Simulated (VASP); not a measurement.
# Be3H2 (P321) in VASP: settings compared, part 2 of 2

VASP 6.6.1. Earlier steps stand in the parts before.

**4. Single point, MS2, collinear spin, zero start**

File INCAR:

```
PREC     = Accurate       # precision mode
ENCUT    = 520            # plane-wave cutoff, eV
EDIFF    = 1E-6           # SCF threshold, eV
ISMEAR   = -5             # smearing method
SIGMA    = 0.05           # smearing width, eV
LREAL    = Auto         
LASPH    = T              # aspherical terms in the spheres
NELM     = 80             # most SCF steps
ALGO     = Normal         # electronic algorithm
ISIF     = 2              # what is computed and relaxed
LWAVE    = F              # write WAVECAR
LCHARG   = F              # write CHGCAR
ISPIN    = 2              # spin polarisation
MAGMOM   = 0 0 0 0 0      # initial moments
LORBIT   = 11             # projections on sites
METAGGA  = MS2            # meta-GGA
LMIXTAU  = T            
NBANDS   = 16             # bands
```

File Be3H2.cif:

```cif
data_Be3H2
_cell_length_a 3.70980888
_cell_length_b 3.70980888
_cell_length_c 3.59979000
_cell_angle_alpha 90.00000000
_cell_angle_beta 90.00000000
_cell_angle_gamma 120.00000000
_space_group_name_H-M_alt 'P321'
_space_group_name_Hall 'P 3 2"'
_space_group_IT_number 150
loop_
_space_group_symop_operation_xyz
'x,y,z'
'-y,x-y,z'
'-x+y,-x,z'
'y,x,-z'
'x-y,-y,-z'
'-x,-x+y,-z'
loop_
_atom_site_label
_atom_site_type_symbol
_atom_site_symmetry_multiplicity
_atom_site_Wyckoff_symbol
_atom_site_fract_x
_atom_site_fract_y
_atom_site_fract_z
_atom_site_occupancy
Be1 Be 3 e 0.3314200000 0.3314200000 0.0000000000 1
H1 H 2 d 0.3333333333 0.6666666667 0.2574400000 1
```

File KPOINTS:

```
Automatic mesh
0
Gamma
  8 8 7
```

File POSCAR:

```
Be H 
 1.0000000000000000
     3.7098088800000002    0.0000000000000000    0.0000000000000000
    -1.8549044399999992    3.2127887332650964    0.0000000000000000
     0.0000000000000000    0.0000000000000000    3.5997900000000000
 Be  H  
   3   2
Cartesian
  0.6147524295048004  1.0647824419787182  0.0000000000000000
  2.4803040209903999  0.0000000000000000  0.0000000000000000
 -1.2401520104951993  2.1480062912863782  0.0000000000000000
 -0.0000000001854898  2.1418591556171571  0.9267299376000000
  1.8549044401854908  1.0709295776479391  2.6730600623999998
```

Potentials or basis: VASP PAW PBE potentials, release 64 (Be, H).

Launch:

```sh
$ ase convert -i cif -o vasp Be3H2.cif POSCAR
$ cat potpaw_PBE.64/Be/POTCAR potpaw_PBE.64/H/POTCAR > POTCAR
$ mpirun -np 1 vasp_std > vasp.out
```

OUTCAR:

```text
PREC = Accurate
   ENCUT = 520
   EDIFF = 1E-6
   ISMEAR = -5
   LREAL = Auto
   LASPH = T
   NELM = 80
   ISIF = 2
   ISPIN = 2
   LORBIT = 11
   METAGGA = MS2

 ion  position               nearest neighbor table
   1  0.331  0.331  0.000-   4 1.55   5 1.55   3 2.13   2 2.13   2 2.15   3 2.15   3 2.15   2 2.15

   2  0.669  0.000  0.000-   5 1.55   4 1.55   3 2.13   1 2.13   1 2.15   3 2.15   1 2.15   3 2.15

   3  0.000  0.669  0.000-   4 1.55   5 1.55   2 2.13   1 2.13   1 2.15   2 2.15   2 2.15   1 2.15

   4  0.333  0.667  0.257-   3 1.55   2 1.55   1 1.55
   5  0.667  0.333  0.743-   2 1.55   3 1.55   1 1.55

  LATTYP: Found a hexagonal cell.
 ALAT       =     3.7098088800
 C/A-ratio  =     0.9703437876

  Lattice vectors:

 A1 = (   3.7098088800,   0.0000000000,   0.0000000000)
 A2 = (  -1.8549044400,   3.2127887333,   0.0000000000)
 A3 = (   0.0000000000,   0.0000000000,   3.5997900000)

Analysis of symmetry for initial positions (statically):
=====================================================================
 Subroutine PRICEL returns:
 Original cell was already a primitive cell.

 Routine SETGRP: Setting up the symmetry group for a
 hexagonal supercell.

 Subroutine GETGRP returns: Found  6 space group operations
 (whereof  6 operations were pure point group operations)
 out of a pool of 24 trial point group operations.

The static configuration has the point symmetry D_3 .

Analysis of symmetry for dynamics (positions and initial velocities):
=====================================================================
 Subroutine PRICEL returns:
 Original cell was already a primitive cell.

 Routine SETGRP: Setting up the symmetry group for a
 hexagonal supercell.

 Subroutine GETGRP returns: Found  6 space group operations
 (whereof  6 operations were pure point group operations)
 out of a pool of 24 trial point group operations.

The dynamic configuration has the point symmetry D_3 .

[... 175 lines left out ...]
 fundamental gap:     -0.3764742126
 Fermi energy:         2.7689990696

 spin component 1

 k-point     1 :       0.0000    0.0000    0.0000
  band No.  band energies     occupation
      1      -8.1730      1.00000
      2      -3.1904      1.00000
      3       2.5061      1.00000
      4       3.5522     -0.26408
      5       4.1127      0.00000
      6       4.1127      0.00000
[... 435 lines left out ...]
      5       4.8564     -0.00522
      6       7.0930      0.00000
[... 8 lines left out ...]
     15      18.1591      0.00000
     16      19.4297      0.00000

 [... further k-points ...]

 spin component 2

 k-point     1 :       0.0000    0.0000    0.0000
  band No.  band energies     occupation
      1      -8.1730      1.00000
      2      -3.1904      1.00000
      3       2.5061      1.00000
      4       3.5522     -0.26408
      5       4.1127      0.00000
      6       4.1127      0.00000
[... 435 lines left out ...]
      5       4.8564     -0.00522
      6       7.0930      0.00000
[... 8 lines left out ...]
     15      18.1591      0.00000
     16      19.4297      0.00000

 [... further k-points ...]

------------------------ aborting loop because EDIFF is reached ----------------------------------------

  FORCE on cell =-STRESS in cart. coord.  units (eV):
  Direction    XX          YY          ZZ          XY          YZ          ZX
  --------------------------------------------------------------------------------------
  -------------------------------------------------------------------------------------
  Total       -0.1533170     -0.1533170     -0.3846827     -0.0000000     -0.0000000      0.0000000
  in kB       -5.7251923     -5.7251923    -14.3648932     -0.0000000     -0.0000000      0.0000000
  external PRESSURE =      -8.6050926 kB  Pullay stress =       0.0000000 kB

 VOLUME and BASIS-vectors are now :
 -----------------------------------------------------------------------------
  energy-cutoff  :      520.00
  volume of cell :       42.91
      direct lattice vectors                 reciprocal lattice vectors
     3.709808880  0.000000000  0.000000000     0.269555665  0.155628036  0.000000000
    -1.854904440  3.212788733  0.000000000     0.000000000  0.311256072  0.000000000
     0.000000000  0.000000000  3.599790000     0.000000000  0.000000000  0.277793982

 POSITION                                       TOTAL-FORCE (eV/Angst)
 -----------------------------------------------------------------------------------
      0.61475      1.06478      0.00000        -0.072266     -0.125169      0.000000
      2.48030      0.00000      0.00000         0.144532     -0.000000      0.000000
     -1.24015      2.14801      0.00000        -0.072266      0.125169      0.000000
     -0.00000      2.14186      0.92673         0.000000     -0.000000     -0.194522
      1.85490      1.07093      2.67306         0.000000     -0.000000      0.194522
 -----------------------------------------------------------------------------------
    total drift:                                0.000001      0.000001      0.000000

  FREE ENERGIE OF THE ION-ELECTRON SYSTEM (eV)
  ---------------------------------------------------
  free  energy   TOTEN  =       -19.8306080847 eV

  energy  without entropy=      -19.8306080847  energy(sigma->0) =      -19.83060808

 total charge

# of ion       s       p       d       tot
------------------------------------------
    1        0.416   0.742   0.000   1.158
    2        0.416   0.742   0.000   1.158
    3        0.416   0.742   0.000   1.158
    4        0.541   0.018   0.000   0.559
    5        0.541   0.018   0.000   0.559
--------------------------------------------------
tot          2.331   2.261   0.000   4.592

 magnetization (x)

# of ion       s       p       d       tot
------------------------------------------
    1       -0.000  -0.000   0.000  -0.000
    2       -0.000  -0.000   0.000  -0.000
    3       -0.000  -0.000   0.000  -0.000
    4        0.000   0.000   0.000   0.000
    5        0.000   0.000   0.000   0.000
--------------------------------------------------
tot          0.000  -0.000   0.000   0.000
```

Run time: 2.9 min. Hardware: 1 thread of Intel Xeon 6975P-C (Granite Rapids), shared host; peak memory 0.21 GiB.

What came out:

```
Free energy                                           : -19.8306 eV
Pressure                                              : -0.9 GPa
Largest force                                         : 0.195 eV/Å
Band gap on the k mesh                                : none (metal or under the smearing width)
Net moment                                            : 0.00 μB per cell
Valence electrons inside the program's atomic spheres : Be 1.16; H 0.56
```

Forces in eV/Å, atoms in the order of the input:
```
Be  -0.072 -0.125  0.000
Be   0.145  0.000  0.000
Be  -0.072  0.125  0.000
H    0.000  0.000 -0.195
H    0.000  0.000  0.195
```

Caveat: the PAW data sets were made with another functional, which shifts forces and pressure a little; tetrahedron occupations give inexact forces and stress in metals.

**5. The reference run**

An earlier run on the cell as given: functional PBE; potentials or basis VASP PAW PBE potentials, release 64 (Be, H); cutoff 520 eV; k mesh 8 × 8 × 7; occupations fermi-dirac, width 0.05 eV; no spin polarisation.

- Pressure: 0.1 GPa
- Largest force: 0.052 eV/Å
- Band gap on the k mesh: none (metal or under the smearing width)

**6. The runs side by side**

```tsv
task	level	spin	cell	cutoff (eV)	smearing	other keys	gap on the mesh (eV)	pressure (GPa)	relaxed volume (Å³/atom)	largest force (eV/Å)
relaxation of cell and atoms	PBE	off	relaxed	600	gaussian 0.05 eV	-	none	-0.1	9.14	0.01
relaxation of cell and atoms	RPBE	off	relaxed	600	gaussian 0.05 eV	-	none	-0.1	9.77	0.01
single point	MS2	collinear, zero start	as given	520	tetrahedron	LREAL = Auto	none	-0.9	-	0.19
single point	PBE	off	as given	520	fermi-dirac 0.05 eV	-	none	0.1	-	0.05
```

Alike in all rows: potentials or basis VASP PAW PBE potentials, release 64 (Be, H); k mesh 8 × 8 × 7.

Caveats: the PAW data sets were made with another functional, which shifts forces and pressure a little (some runs); tetrahedron occupations give inexact forces and stress in metals (some runs).

Total energies depend on the potentials used, so only differences within one code and one set of settings carry meaning.
